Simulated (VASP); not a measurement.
**BN: single point with PBE+D3(BJ)**

BN, a slab with vacuum:

```
B N
1.0
     2.50876    0.00000    0.00000
    -1.25438    2.17265    0.00000
     0.00000    0.00000   26.00000
B N
1 1
Cartesian
  0.0000 0.0000 13.0000
  1.2544 0.7242 13.0000
```

* Program: VASP 6.6.1
* Task: single point
* Functional: PBE
* Dispersion: D3(BJ)
* Potentials or basis: VASP PAW PBE potentials, release 64 (B, N)
* Cutoff: 520 eV
* k mesh: 12 × 12 × 1
* Occupations: gaussian, width 0.02 eV
* Spin: no spin polarisation
* Dipole correction: yes
* Further INCAR settings: ALGO = Normal; EDIFF = 1e-07; NBANDS = 11

```yaml
Band_gap_on_the_k_mesh: 4.67 eV, direct
Dispersion_energy_per_atom: -0.077 eV
```

Levels at points of the mesh, in eV from the valence-band top:
```
           k point  band 2  band 3  band 4  band 5  band 6  band 7
(0.00, 0.00, 0.00)   -5.22   -1.35   -1.35    4.69    5.58    5.88
(0.50, 0.00, 0.00)   -8.87   -4.13   -0.90    4.79    9.70   12.46
```

Run time: 55 s on 1 thread of AMD EPYC 7R13 Processor (Zen 3) (shared host), peak memory 0.23 GiB.

Expect the measured gap to be larger: semilocal functionals such as PBE lack the derivative discontinuity.
